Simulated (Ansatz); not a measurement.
# Is this C structure a true minimum?

The cell was found from a structure generator's guess, not taken from experiment.

All numbers below come from DFT PBE, scalar-relativistic, plane waves, PAW (Ansatz 0.2.0). Plane waves to 420 eV, a k mesh through Γ of 18×18×14 on the computed 4-atom cell and Gaussian smearing (0.10 eV); no spin polarisation.

The cell below (4 atoms, space group Cmmm (No. 65)) is relaxed within its symmetry.

```
CELL_PARAMETERS angstrom
1.33581 -3.09966 0.00000
1.33581 3.09966 0.00000
0.00000 0.00000 3.42831
ATOMIC_POSITIONS crystal
C 0.50000 0.50000 0.80517
C 0.50000 0.50000 0.19483
C 0.32200 0.67800 0.50000
C 0.67800 0.32200 0.50000
```

For the test a repeat of it with 8 atoms (edges 2.67, 3.38, 6.86 Å) was strained at random (σ = 1.5 % a component), the atoms were moved at random (σ = 0.05 Å), and all was relaxed again on a coarse 8×8×4 mesh (in the run’s order of axes) with 0.20 eV smearing, with no symmetry imposed.

**Question.** Does it come back?

**Answer.** It returns, within 1 meV/atom of the unmoved cell on that mesh and with the same symmetry when read at 0.1 Å. No instability shows in this cell; modes of other wave vectors, which need another repeat, aren't tested. Another cell of C relaxed alike, in I4/mmm, lies 180 meV/atom lower, so this cell isn't the stable form at this level.
